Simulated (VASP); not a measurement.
# BN: convergence, band structure

BN, sheet, 2 atoms in the cell. PBE; PAW potentials N, B (PBE set). VASP 6.6.1.

Wanted: band energies at the path's corners within 0.006 eV; smallest gap over path and mesh within 0.003 eV.

What the run is for: bands; Accuracy asked: tight; Route: fixed density (ICHARG 11).

Band energies at the path's corners: counted from the valence top.

POSCAR:
```
BN
1.0
    2.5017062525      0.0000000000      0.0000000000
    1.2492946936     -2.1674401819      0.0000000000
    0.0000000000      0.0000000000    -16.0000000000
N B
1 1
Direct
    0.0000000000      1.0000000000      0.5000000000
    0.6666026900      0.6666026900      0.5000000000
```

The series start from Plane-wave cutoff (eV): 460; k-point mesh: 8 × 8 × 1; k points a path segment: 12; Electronic threshold (eV): 1e-6; Precision mode (PREC): Accurate; Bands in all (NBANDS): 16; Aspherical gradient terms in the spheres (LASPH): yes. Each series keeps the choices made before it, and each single choice may use up half of a tolerance. Times cover all steps of a run.

## Plane-wave cutoff (eV)

| Plane-wave cutoff (eV) | Band energies at the path's corners, largest deviation (eV) | Smallest gap over path and mesh (eV) | Time (s) |
|---|---|---|---|
| 320 | 0.1026 | 4.6375 | 28 |
| 400 | 0.0342 | 4.6677 | 32 |
| 460 | 0.0055 | 4.6740 | 52 |
| 520 | 0.0009 | 4.6748 | 69 |
| 640 (reference) | 0.0000 | 4.6753 | 78 |

Chosen: 520, the loosest value from which every tighter one stays within half of the tolerance.

## k-point mesh

| k-point mesh | Band energies at the path's corners, largest deviation (eV) | Smallest gap over path and mesh (eV) | Time (s) |
|---|---|---|---|
| 3 × 3 × 1 | 0.0601 | 4.6261 | 50 |
| 4 × 4 × 1 | 0.0071 | 4.6755 | 51 |
| 5 × 5 × 1 | 0.0093 | 4.6663 | 54 |
| 7 × 7 × 1 | 0.0005 | 4.6745 | 59 |
| 8 × 8 × 1 | 0.0006 | 4.6748 | 69 |
| 10 × 10 × 1 | 0.0003 | 4.6748 | 70 |
| 13 × 13 × 1 (reference) | 0.0000 | 4.6749 | 85 |

Chosen: 7 × 7 × 1.

## Electronic threshold (eV)

| Electronic threshold (eV) | Band energies at the path's corners, largest deviation (eV) | Smallest gap over path and mesh (eV) | Time (s) |
|---|---|---|---|
| 0.0001 | 0.0272 | 4.6724 | 31 |
| 1e-5 | 0.0045 | 4.6734 | 33 |
| 1e-6 | 0.0016 | 4.6745 | 34 |
| 1e-7 (reference) | 0.0000 | 4.6753 | 35 |

Chosen: 1e-6.

## Precision mode (PREC)

| Precision mode (PREC) | Band energies at the path's corners, largest deviation (eV) | Smallest gap over path and mesh (eV) | Time (s) |
|---|---|---|---|
| SingleN | 0.0528 | 4.6705 | 16 |
| Normal | 0.0230 | 4.6754 | 17 |
| Accurate (reference) | 0.0000 | 4.6745 | 34 |

Chosen: Accurate; the one before it in the list is off by more than half of the tolerance.

## Bands in all (NBANDS)

| Bands in all (NBANDS) | Band energies at the path's corners, largest deviation (eV) | Smallest gap over path and mesh (eV) | Time (s) |
|---|---|---|---|
| 6 | 0.0005 | 4.6748 | 17 |
| 7 | 0.0006 | 4.6750 | 20 |
| 8 | 0.0005 | 4.6749 | 22 |
| 10 | 0.0004 | 4.6748 | 25 |
| 16 | 0.0004 | 4.6745 | 34 |
| 26 (reference) | 0.0000 | 4.6748 | 50 |

Chosen: 6.

## Aspherical gradient terms in the spheres (LASPH)

| Aspherical gradient terms in the spheres (LASPH) | Band energies at the path's corners, largest deviation (eV) | Smallest gap over path and mesh (eV) | Time (s) |
|---|---|---|---|
| yes | 0.0000 | 4.6748 | 17 |
| no | 0.0091 | 4.6765 | 17 |

Chosen: yes; no other choice that stays within half of the tolerance saves 30 % of the time.

Also changed on the way, by series that aren't shown: k points a path segment: 5.

## All choices together

| Input | Band energies at the path's corners, largest deviation (eV) | Smallest gap over path and mesh (eV) | Time (s) |
|---|---|---|---|
| the program's defaults (naive) | 0.0769 | 4.6658 | 12 |
| chosen settings | 0.0011 | 4.6748 | 17 |
| reference settings throughout | 0.0000 | 4.6758 | 331 |

The tolerance is met.

## The input

INCAR.step1:
```
SYSTEM = BN
  ALGO = Normal
  DIPOL = 0.5 0.5 0.500
  EDIFF = 1E-6
  EFERMI = MIDGAP
  ENCUT = 520
  GGA = PE
  GGA_COMPAT = .FALSE.
  IDIPOL = 3
  ISMEAR = 0
  LASPH = .TRUE.
  LCHARG = .TRUE.
  LDIPOL = .TRUE.
  LREAL = .FALSE.
  LWAVE = .FALSE.
  NBANDS = 6
  NELM = 120
  NELMDL = -8
  PREC = Accurate
  SIGMA = 0.03
```

INCAR.step2, as INCAR.step1 but for:
```
- LCHARG = .TRUE.
+ ICHARG = 11
+ LCHARG = .FALSE.
```

KPOINTS.step1:
```
Automatic mesh
0
Gamma
  7 7 1
  0 0 0
```

KPOINTS.step2:
```
path GXSRAZGYX1A1TY,ZT
5
line-mode
reciprocal
 0.0000000000  0.0000000000  0.0000000000  G
 0.3334718237 -0.3334718237  0.0000000000  X

 0.3334718237 -0.3334718237  0.0000000000  X
 0.0000000000 -0.5000000000  0.0000000000  S

 0.0000000000 -0.5000000000  0.0000000000  S
 0.0000000000 -0.5000000000 -0.5000000000  R

 0.0000000000 -0.5000000000 -0.5000000000  R
 0.3334718237 -0.3334718237 -0.5000000000  A

 0.3334718237 -0.3334718237 -0.5000000000  A
 0.0000000000  0.0000000000 -0.5000000000  Z

 0.0000000000  0.0000000000 -0.5000000000  Z
 0.0000000000  0.0000000000  0.0000000000  G

 0.0000000000  0.0000000000  0.0000000000  G
-0.5000000000 -0.5000000000  0.0000000000  Y

-0.5000000000 -0.5000000000  0.0000000000  Y
-0.3334718237 -0.6665281763  0.0000000000  X1

-0.3334718237 -0.6665281763  0.0000000000  X1
-0.3334718237 -0.6665281763 -0.5000000000  A1

-0.3334718237 -0.6665281763 -0.5000000000  A1
-0.5000000000 -0.5000000000 -0.5000000000  T

-0.5000000000 -0.5000000000 -0.5000000000  T
-0.5000000000 -0.5000000000  0.0000000000  Y

 0.0000000000  0.0000000000 -0.5000000000  Z
-0.5000000000 -0.5000000000 -0.5000000000  T
```

Commands (each step's output is kept before the next begins):
```
cat potpaw_PBE.64/N/POTCAR potpaw_PBE.64/B/POTCAR > POTCAR
cp INCAR.step1 INCAR
cp KPOINTS.step1 KPOINTS
mpirun -np 1 vasp_std > vasp.out
cp INCAR.step2 INCAR
cp KPOINTS.step2 KPOINTS
mpirun -np 1 vasp_std > vasp.out
```

Limits: PBE gaps are mostly well below measured ones.

The chosen input took VASP 6.6.1 17 s on 1 core (Intel Xeon 6975P-C (Granite Rapids)), a shared host.

## An input that fails: mixing far too strong

VASP's message: EDDAV: Call to ZHEGV failed. Returncode = 7 1 8.

Changes against the starting input:
```
- NELM = 120
+ NELM = 71
+ IMIX = 1
+ AMIX = 1.5
+ BMIX = 0.0001
```
